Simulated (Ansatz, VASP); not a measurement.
# PtSe2: VASP beside Ansatz

```
CELL_PARAMETERS angstrom
3.75156 0.00000 0.00000
-1.87578 3.24895 0.00000
0.00000 0.00000 6.50133
ATOMIC_POSITIONS crystal
Pt 0.00000 0.00000 0.00000
Se 0.66667 0.33333 0.79903
Se 0.33333 0.66667 0.20097
```

Alike in both runs: functional PBE; k mesh 12 × 12 × 4; occupations gaussian, width 0.02 eV; no spin polarisation.

Ansatz relaxed the structure, and its values are those at the end. VASP's run is a single point on that final structure, the one shown.

```csv
,VASP,Ansatz
version,VASP 6.6.1,Ansatz 0.2.0
potentials or method,"VASP PAW PBE potentials, release 64 (Pt, Se)","scalar-relativistic, plane waves, PAW"
plane-wave cutoff (eV),520,420
valence electrons in the cell,22,50
```

```csv
,VASP,Ansatz,Ansatz less VASP
gap on the k mesh at the Fermi level (eV),0.87,0.88,+0.011
least direct gap on the mesh (eV),1.03,1.04,+0.011
pressure (GPa),0.0,0.0,+0.03
```

The two sets of potentials don't hold the same shells in valence.

Caveats: spin-orbit coupling is left out, which moves the levels of the heavy elements; this functional lacks dispersion, which binds the layers, so the pressure and a relaxed spacing across them are unreliable. As with any semilocal functional, this PBE gap is likely too small. A k mesh can miss the band edges.
